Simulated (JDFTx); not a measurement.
Crystal: TaS2.

```
Ta S
1.0
     3.35000    0.00000    0.00000
    -1.67500    2.90119    0.00000
     0.00000    0.00000    5.86000
Ta S
1 2
Direct
  0.00000 0.00000 0.00000
  0.66667 0.33333 0.75000
  0.33333 0.66667 0.25000
```

| Item | Value |
| --- | --- |
| Program | JDFTx 1.7.0 (patched build) |
| Task | single point |
| Functional | PBE |
| Potentials or basis | PseudoDojo-SR-PBE-0.5-standard with smoothed tails |
| Cutoff | 789 eV |
| Density cutoff | 6313 eV |
| k mesh | 9 × 9 × 5 |
| Occupations | fermi-dirac, width 0.05 eV |
| Spin | no spin polarisation |

On this cell: pressure 9.1 GPa; largest force 1.219 eV/Å; band gap on the k mesh none (metal or under the smearing width).

The same run follows on a disturbed copy (atoms moved at random, drawn with an rms of 0.05 Å):

```
Ta S
1.0
     3.35000    0.00000    0.00000
    -1.67500    2.90119    0.00000
     0.00000    0.00000    5.86000
Ta S
1 2
Cartesian
  0.0133 0.0009 0.0124
  1.6748 0.9637 4.3864
  -0.0254 1.9278 1.4405
```

Problem. What changes?

Solution. The energy (extrapolated to zero smearing) moves by +12.5 meV/atom; pressure 9.9 GPa; largest force 1.779 eV/Å; band gap on the k mesh none (metal or under the smearing width).

Forces in eV/Å, atoms in the order of the input:
```
Ta  -0.306 -0.055 -0.757
S    0.016  0.016 -0.998
S    0.290  0.038  1.755
```

Stress tensor (GPa, compression positive):
```
 8.17 -0.64  1.05
-0.64  8.33  0.08
 1.05  0.08 13.32
```

Caveats: this functional lacks dispersion, which binds the layers, so the pressure and a relaxed spacing across them are unreliable (some runs); forces of over 1 eV/Å show positions far from the minimum, so gaps and moduli don't describe the material at rest (some runs).
